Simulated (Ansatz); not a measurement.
We consider tetradymite Sb2Te3, described by r²SCAN (plane waves, PAW; Ansatz, a first-principles code).

Settings: plane-wave cutoff 560 eV, 10×10×10 k mesh, Fermi–Dirac smearing 0.01 eV, scalar-relativistic PAW data made under PBE.

Cell (measured lattice):

Sb₂Te₃ has the trigonal space group R-3m, hexagonal axes (No. 166), Pearson symbol hR5. Lattice parameters: a = b = 4.2558 Å, c = 30.3629 Å, α = β = 90.00°, γ = 120.00°. Sb on 6c is surrounded by 3 Te at 2.996 Å and 3 Te at 3.151 Å (octahedral). Te1 on 3a sees 6 Sb at 3.151 Å (octahedral). Te2 on 6c is coordinated by 3 Sb at 2.996 Å (trigonal pyramidal). (Neighbours: up to the widest gap in distance over summed covalent radii, below 1.35, at either atom.)
(The calculation used a cell of 5 atoms; values per cell refer to that cell.)

Give the computed band gap.


- band gap = 0.12 eV

Measured, for comparison: band gap 0.3 eV (temperature not stated, not corrected to a static lattice, compiled measured gap; kind and temperature not stated, our sources range from 0.17 to 0.30; as tabulated in Kothakonda et al. (2022), arXiv:2208.02841).

Note: cell and atoms aren't relaxed at this level (largest force component 0.13 eV/Å, pressure 1.8 GPa).

Spin–orbit coupling is not included; it can close the smallest gap of 0.12 eV.

Computed values are for the static lattice.

Computing time: around 3 core-minutes (rough).
